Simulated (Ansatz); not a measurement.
Theory: Ansatz 0.2.0, DFT PBE, scalar-relativistic, plane waves, PAW. Settings: cutoff 420 eV, Γ-centred meshes spaced at most about 0.3 Å⁻¹, and about 0.25 Å⁻¹ or finer for metals (2π included), Gaussian smearing. No spin polarisation.

All energies are static (0 K, no zero-point motion).

Two relaxed structures of Cd₆Te:

A.

```cif
data_structure
_symmetry_space_group_name_H-M 'P6/mmm'
_symmetry_Int_Tables_number 191
_cell_length_a 5.8639
_cell_length_b 5.8639
_cell_length_c 6.1411
_cell_angle_alpha 90.000
_cell_angle_beta 90.000
_cell_angle_gamma 120.000
_cell_volume 182.87
loop_
_atom_site_label
_atom_site_type_symbol
_atom_site_symmetry_multiplicity
_atom_site_Wyckoff_symbol
_atom_site_fract_x
_atom_site_fract_y
_atom_site_fract_z
_atom_site_occupancy
Cd1 Cd 3 f 0.50000 0.00000 0.00000 1
Cd2 Cd 1 a 0.00000 0.00000 0.00000 1
Cd3 Cd 2 d 0.33333 0.66667 0.50000 1
Te1 Te 1 b 0.00000 0.00000 0.50000 1
```

B.

```cif
data_structure
_symmetry_space_group_name_H-M 'P6/mmm'
_symmetry_Int_Tables_number 191
_cell_length_a 8.6544
_cell_length_b 8.6544
_cell_length_c 3.0282
_cell_angle_alpha 90.000
_cell_angle_beta 90.000
_cell_angle_gamma 120.000
_cell_volume 196.42
loop_
_atom_site_label
_atom_site_type_symbol
_atom_site_symmetry_multiplicity
_atom_site_Wyckoff_symbol
_atom_site_fract_x
_atom_site_fract_y
_atom_site_fract_z
_atom_site_occupancy
Cd1 Cd 6 m 0.78544 0.21456 0.50000 1
Te1 Te 1 b 0.00000 0.00000 0.50000 1
```

Problem. Which form is favoured at zero pressure, and by what margin per atom?

Solution. A is lower, by 41 meV/atom. A has space group P6/mmm (No. 191), 26.1 Å³/atom and no gap on its mesh; B has space group P6/mmm (No. 191), 28.1 Å³/atom and no gap. Counting Cd atoms around Te (those within 1.25 times the shortest such distance or 1.15 times the sum of covalent radii; a plus sign parts nearer from farther groups), A has Te 2+6 and B has Te 6. B holds Te–Te chains (shortest 3.03 Å); in A the shortest Te–Te distance is 5.86 Å. The denser one is the lower, and pressure would at first widen the difference. Even the lower one lies +0.06 eV/atom against the reference forms of the elements (uncorrected), so neither is stable at this level. Both come from invented guesses. The lowest form computed isn't among them: it has space group P4/mmm (No. 123), 25.9 Å³/atom and lies 86 meV/atom below the best shown.

Spin–orbit coupling, which can matter for Te, is left out. Cells relaxed within their symmetry can be saddle points. Some candidate types were left out of the draw beforehand, so a known form may be missing.

Form A is favoured, and the likely reason is how each structure accommodates tellurium in a cadmium-rich metal. Cadmium can supply far more electrons than tellurium needs to fill its 5p shell, so the surplus stays in Cd s–p bands, consistent with the absence of a gap in both forms. With the shell nearly filled, Te–Te antibonding states are occupied too and tellurium gains little from bonding to itself. The 3.03 Å contacts in B are only about 0.2 Å longer than the bonds in elemental tellurium, and are better read as stretched, partial bonds along a chain. A keeps the tellurium atoms apart and packs the cadmium more densely, which probably helps metallic cohesion as well; the energies do not separate the two effects.

The P4/mmm form falls slightly below the elements, but that does not make Cd₆Te a viable compound. The relevant competitor is a mixture of zinc-blende CdTe and cadmium metal, and the strong polar covalent bonding in CdTe makes separation into those phases the expected outcome.
